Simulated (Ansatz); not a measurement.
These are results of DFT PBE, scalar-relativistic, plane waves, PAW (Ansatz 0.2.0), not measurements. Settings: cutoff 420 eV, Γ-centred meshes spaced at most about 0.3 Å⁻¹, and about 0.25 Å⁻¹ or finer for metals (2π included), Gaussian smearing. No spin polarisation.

These are static total energies at zero pressure.

Compare these two cells of Zr₂H₃, each relaxed at this level.

1.

```xyz
10
Lattice="1.6600 0.9584 11.4232 -1.6600 0.9584 11.4232 0.0000 -1.9168 11.4232" Properties=species:S:1:pos:R:3 pbc="T T T"
Zr    0.0000    0.0000   12.6729
Zr    0.0000    0.0000   18.5977
Zr    0.0000    0.0000    4.2398
Zr    0.0000    0.0000   32.9675
H     0.0000    0.0000   14.8289
H     0.0000    0.0000   30.7641
H     0.0000    0.0000   27.7330
H     0.0000    0.0000    6.3577
H     0.0000    0.0000    2.1245
H     0.0000    0.0000   20.6771
```

2.

```xyz
5
Lattice="3.2485 0.0000 0.0000 -1.6242 2.8133 0.0000 0.0000 0.0000 5.7053" Properties=species:S:1:pos:R:3 pbc="T T T"
Zr    0.0000    1.8755    1.3525
Zr    1.6242    0.9378    4.3528
H     0.0000    0.0000    0.0000
H     0.0000    1.8755    3.4645
H     1.6242    0.9378    2.2408
```

Question: Which form is favoured at zero pressure, and by what margin per atom?

Answer: Cell 1 is lower, by 16 meV/atom. Cell 1 has space group R3m (No. 160), 10.9 Å³/atom and no gap on its mesh; cell 2 has the La2O3 (A sesquioxide) type, space group P-3m1 (No. 164), 10.4 Å³/atom and no gap. Counting H atoms around Zr (those within 1.25 times the shortest such distance or 1.15 times the sum of covalent radii; a plus sign parts nearer from farther groups; a slash parts the counts of unlike sites), cell 1 has Zr 4/7/8 and cell 2 has Zr 4+3. The lower one is the more open, so pressure narrows the difference. Origin: cell 1, invented, then shaken at random and relaxed again; cell 2, invented. Shaken at random and relaxed again, cell 2 came back. Checks on cell 2: no imaginary mode on a 3×3×1 q mesh.

The k mesh leaves some 4 meV/atom of noise in the energy of each metallic cell. With hydrogen, zero-point motion can shift such differences by 10 meV/atom or more. Cells without such a test can be saddle points.
